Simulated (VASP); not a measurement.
# WSe2 in VASP: a series of runs, part 2 of 2

VASP 6.6.1. Earlier steps stand in the parts before.

## Step 3: Relaxation of cell and atoms, LDA

This run uses another cell than the first one, of 65.15 Å³/atom, 0.977 times its volume.

File INCAR:

```
PREC = Accurate
ENCUT = 600
EDIFF = 1E-7
ISMEAR = 0
SIGMA = 0.03
LREAL = False
LASPH = True
NELM = 80
ALGO = Normal
ISIF = 3
LWAVE = False
LCHARG = False
GGA = CA
IBRION = 2
NSW = 90
EDIFFG = -0.005
LATTICE_CONSTRAINTS = .TRUE. .TRUE. .FALSE.
```

File KPOINTS:

```
regular mesh
0
Gamma
  12 12 1
```

File POSCAR:

```
WSe2                                    
1.0
    3.2516028888      0.0000000000      0.0000000000
   -1.6258014444      2.8159707062      0.0000000000
    0.0000000000      0.0000000000     21.3462600000
  Se              W             
     2     1
Direct
     0.3333333300000021    0.6666666699999979    0.4218361519223522
     0.3333333300000021    0.6666666699999979    0.5781638480776479
     0.6666666699999979    0.3333333300000021    0.5000000000000000
```

Potentials or basis: VASP PAW LDA potentials, release 64 (Se, W_sv).

Launch:

```
$ cat potpaw_LDA.64/Se/POTCAR potpaw_LDA.64/W_sv/POTCAR > POTCAR
$ mpirun -np 1 vasp_std > vasp.out
```

Wall time 88 s (1 thread of Intel Xeon 6975P-C (Granite Rapids), shared host); peak memory 0.34 GiB.

Results (log left out):

```yaml
Free_energy: -24.1251 eV
Relaxed_volume: 65.17 Å³/atom
Relaxed_cell: a = 3.252 Å, b = 3.252 Å, c = 21.346 Å, α = 90.00°, β = 90.00°, γ = 120.00°
Space_group_after_relaxing_to_0.05_Å: P-6m2 (No. 187)
Energy_gained_by_relaxing: 0.0 meV/atom
Ionic_steps: 3
Band_gap_on_the_k_mesh: 1.68 eV, indirect (least direct gap 1.74 eV)
```

Final structure:
```xyz
3
Lattice="3.2521 0.0000 0.0000 -1.6260 2.8164 0.0000 0.0000 0.0000 21.3463" Properties=species:S:1:pos:R:3 pbc="T T T"
Se    0.0000    1.8776    9.0045
Se    0.0000    1.8776   12.3418
W     1.6260    0.9388   10.6731
```

Levels at points of the mesh, in eV from the valence-band top:
```tsv
k point	band 11	band 12	band 13	band 14	band 15	band 16
(0.00, 0.00, 0.00)	-1.16	-1.16	-0.44	3.13	3.13	3.33
(0.50, 0.00, 0.00)	-2.17	-0.99	-0.79	2.57	2.89	3.79
```

Caveat: spin-orbit coupling is left out, which moves the levels of the heavy elements.

## Step 4: Relaxation of cell and atoms, PBE+D3(BJ)

File INCAR:

```
SYSTEM = WSe2
PREC = Accurate
ENCUT = 600
EDIFF = 1E-6
ISMEAR = 0
SIGMA = 0.03
LREAL = .FALSE.
LASPH = .TRUE.
NELM = 80
ALGO = Normal
ISIF = 3
LWAVE = .FALSE.
LCHARG = .FALSE.
GGA = PE
IVDW = 12
IBRION = 2
NSW = 90
EDIFFG = -0.01
LATTICE_CONSTRAINTS = .TRUE. .TRUE. .FALSE.
```

File KPOINTS:

```
regular mesh
0
G
  12 12 1
  0 0 0
```

File POSCAR:

```
WSe2
1.0
    3.2900000000      0.0000000000      0.0000000000
   -1.6450000000      2.8492235800      0.0000000000
    0.0000000000      0.0000000000     21.3462600000
Se W
2 1
Direct
    0.3333333300      0.6666666700      0.4216195200
    0.3333333300      0.6666666700      0.5783804800
    0.6666666700      0.3333333300      0.5000000000
```

Potentials or basis: VASP PAW PBE potentials, release 64 (Se, W_sv).

Launch:

```
$ cat potpaw_PBE.64/Se/POTCAR potpaw_PBE.64/W_sv/POTCAR > POTCAR
$ mpirun -np 1 vasp_std > vasp.out
```

It took 2.9 min on 1 thread of Intel Xeon 6975P-C (Granite Rapids), shared host; peak memory 0.46 GiB.

The run converged. Its results:

* Free energy: -22.6247 eV
* Relaxed volume: 66.59 Å³/atom
* Relaxed cell: a = 3.287 Å, b = 3.287 Å, c = 21.346 Å, α = 90.00°, β = 90.00°, γ = 120.00°
* Space group after relaxing (to 0.05 Å): P-6m2 (No. 187)
* Energy gained by relaxing: 0.9 meV/atom
* Ionic steps: 5
* Largest force after relaxing: 0.003 eV/Å
* Band gap on the k mesh: 1.65 eV, indirect (least direct gap 1.67 eV)
* Dispersion energy per atom: -0.337 eV

Forces on the atoms (eV/Å):
```
Se   0.000  0.000 -0.003
Se   0.000  0.000  0.003
W    0.000  0.000  0.000
```

Step by step:
```csv
step,energy change (eV),largest force (eV/Å),pressure (GPa),volume (Å³)
1,0.0000,0.2215,0.30,200.10
2,-0.0013,0.0373,-0.25,201.41
3,-0.0019,0.0564,-0.05,200.93
4,-0.0027,0.0188,-0.01,200.11
5,-0.0028,0.0033,0.00,199.76
```

Final structure:
```cif
data_structure
_symmetry_space_group_name_H-M 'P 1'
_symmetry_Int_Tables_number 1
_cell_length_a 3.2873
_cell_length_b 3.2873
_cell_length_c 21.3463
_cell_angle_alpha 90.000
_cell_angle_beta 90.000
_cell_angle_gamma 120.000
_cell_volume 199.76
loop_
_atom_site_label
_atom_site_type_symbol
_atom_site_fract_x
_atom_site_fract_y
_atom_site_fract_z
_atom_site_occupancy
Se1 Se 0.33333 0.66667 0.42099 1
Se2 Se 0.33333 0.66667 0.57901 1
W1 W 0.66667 0.33333 0.50000 1
```

Levels at points of the mesh, in eV from the valence-band top:
```tsv
k point	band 9	band 10	band 11	band 12	band 13	band 14	band 15	band 16	band 17
(0.00, 0.00, 0.00)	-2.29	-2.26	-1.16	-1.16	-0.43	2.98	2.98	3.14	3.14
(0.50, 0.00, 0.00)	-4.19	-2.95	-2.21	-1.02	-0.87	2.47	2.79	3.71	4.41
```

Caveat: spin-orbit coupling is left out, which moves the levels of the heavy elements.

## Step 5: Relaxation of cell and atoms, PBE+D3(BJ)

Changes to INCAR since step 4:

```diff
@@ -3,3 +3,3 @@
 ENCUT = 600
-EDIFF = 1E-6
+EDIFF = 1E-7
 ISMEAR = 0
@@ -17,3 +17,3 @@
 NSW = 90
-EDIFFG = -0.01
+EDIFFG = -0.005
 LATTICE_CONSTRAINTS = .TRUE. .TRUE. .FALSE.
```

KPOINTS is that of step 4.

File POSCAR:

```
WSe2                                    
1.0
    3.2872502751      0.0000000000      0.0000000000
   -1.6436251375      2.8468422484      0.0000000000
    0.0000000000      0.0000000000     21.3462600000
  Se              W             
     2     1
Direct
     0.3333333300000021    0.6666666699999979    0.4209905798060026
     0.3333333300000021    0.6666666699999979    0.5790094201939974
     0.6666666699999979    0.3333333300000021    0.5000000000000000
```

Potentials or basis: VASP PAW PBE potentials, release 64 (Se, W_sv).

Launch:

```
$ cat potpaw_PBE.64/Se/POTCAR potpaw_PBE.64/W_sv/POTCAR > POTCAR
$ mpirun -np 1 vasp_std > vasp.out
```

OUTCAR:

```text
SYSTEM = WSe2
   PREC = Accurate
   ENCUT = 600
   EDIFF = 1E-7
   ISMEAR = 0
   LREAL = .FALSE.
   LASPH = .TRUE.
   NELM = 80
   ISIF = 3
   GGA = PE
   IVDW = 12
   IBRION = 2
   NSW = 90
   EDIFFG = -0.005
 IVDW          = 12

 ion  position               nearest neighbor table
   1  0.333  0.667  0.421-   3 2.54   3 2.54   3 2.54
   2  0.333  0.667  0.579-   3 2.54   3 2.54   3 2.54
   3  0.667  0.333  0.500-   1 2.54   2 2.54   1 2.54   2 2.54   1 2.54   2 2.54

  LATTYP: Found a hexagonal cell.
 ALAT       =     3.2872502751
 C/A-ratio  =     6.4936522058

  Lattice vectors:

 A1 = (   3.2872502751,   0.0000000000,   0.0000000000)
 A2 = (  -1.6436251375,   2.8468422484,   0.0000000000)
 A3 = (   0.0000000000,   0.0000000000,  21.3462600000)

Analysis of symmetry for initial positions (statically):
=====================================================================
 Subroutine PRICEL returns:
 Original cell was already a primitive cell.

[... 165 lines left out ...]

  energy without entropy =      -21.61348069  energy(sigma->0) =      -21.61348069

 E-fermi :  -1.3883     XC(G=0):  -3.7723

 val. band max:       -1.7018399349   @ k =   0.3333   0.3333   0.0000
 cond. band min:      -0.0541989904   @ k =   0.1667   0.1667   0.0000
 fundamental gap:      1.6476409446
 Fermi energy:        -1.3882717032

 k-point     1 :       0.0000    0.0000    0.0000
  band No.  band energies     occupation
      1     -75.7474      2.00000
      2     -39.9901      2.00000
      3     -39.8578      2.00000
      4     -39.8578      2.00000
      5     -16.4991      2.00000
      6     -15.2639      2.00000
[... 357 lines left out ...]
      4     -39.9398      2.00000
      5     -14.1863      2.00000
      6     -14.0979      2.00000
[... 9 lines left out ...]
     16       1.8115      0.00000
     17       3.2810      0.00000

------------------------ aborting loop because EDIFF is reached ----------------------------------------

 Edisp (eV)   -1.01121

 E8    (eV) :    -0.4799

  FORCE on cell =-STRESS in cart. coord.  units (eV):
  Direction    XX          YY          ZZ          XY          YZ          ZX
  --------------------------------------------------------------------------------------
  -------------------------------------------------------------------------------------
  Total       0.00414     0.00414    -0.00273     0.00000    -0.00000     0.00000
  in kB       0.03320     0.03320    -0.02188     0.00000    -0.00000     0.00000
  external pressure =        0.01 kB  Pullay stress =        0.00 kB

 VOLUME and BASIS-vectors are now :
 -----------------------------------------------------------------------------
  energy-cutoff  :      600.00
  volume of cell :      199.76
      direct lattice vectors                 reciprocal lattice vectors
     3.287250275  0.000000000  0.000000000     0.304205618  0.175633195  0.000000000
    -1.643625137  2.846842248  0.000000000     0.000000000  0.351266390  0.000000000
     0.000000000  0.000000000 21.346260000     0.000000000  0.000000000  0.046846614

 POSITION                                       TOTAL-FORCE (eV/Angst)
 -----------------------------------------------------------------------------------
     -0.00000      1.89789      8.98657         0.000000      0.000000     -0.002737
     -0.00000      1.89789     12.35969         0.000000     -0.000000      0.002737
      1.64363      0.94895     10.67313        -0.000000     -0.000000      0.000000
 -----------------------------------------------------------------------------------
    total drift:                               -0.000008      0.000004      0.000000

  FREE ENERGIE OF THE ION-ELECTRON SYSTEM (eV)
  ---------------------------------------------------
  free  energy   TOTEN  =       -22.6246940726 eV

  energy  without entropy=      -22.6246940726  energy(sigma->0) =      -22.62469407

 reached required accuracy - stopping structural energy minimisation
```

CONTCAR:

```text
WSe2
   1.00000000000000
     3.2872502750999999    0.0000000000000000    0.0000000000000000
    -1.6436251374999999    2.8468422484000002    0.0000000000000000
     0.0000000000000000    0.0000000000000000   21.3462600000000009
  Se              W
     2     1
Direct
     0.3333333300000021    0.6666666699999979    0.4209905798060021
     0.3333333300000021    0.6666666699999979    0.5790094201939979
     0.6666666699999979    0.3333333300000021    0.5000000000000000

  0.00000000E+00  0.00000000E+00  0.00000000E+00
  0.00000000E+00  0.00000000E+00  0.00000000E+00
  0.00000000E+00  0.00000000E+00  0.00000000E+00
```

Run time: 76 s. Hardware: 1 thread of Intel Xeon 6975P-C (Granite Rapids), shared host; peak memory 0.42 GiB.

What came out:

* Free energy: -22.6247 eV
* Band gap on the k mesh: 1.65 eV, indirect (least direct gap 1.67 eV)
* Dispersion energy per atom: -0.337 eV

Forces in eV/Å, atoms in the order of the input:
```
Se   0.000  0.000 -0.003
Se   0.000  0.000  0.003
W    0.000  0.000  0.000
```

Final structure:
```yaml
crystal:
  lattice:
    - [3.28725, 0.00000, 0.00000]
    - [-1.64363, 2.84684, 0.00000]
    - [0.00000, 0.00000, 21.34626]
  atoms:
    - { symbol: Se, position: [0.33333, 0.66667, 0.42099] }
    - { symbol: Se, position: [0.33333, 0.66667, 0.57901] }
    - { symbol: W, position: [0.66667, 0.33333, 0.50000] }
```

Caveat: the relaxation stopped at its first step, so nothing moved; spin-orbit coupling is left out, which moves the levels of the heavy elements.
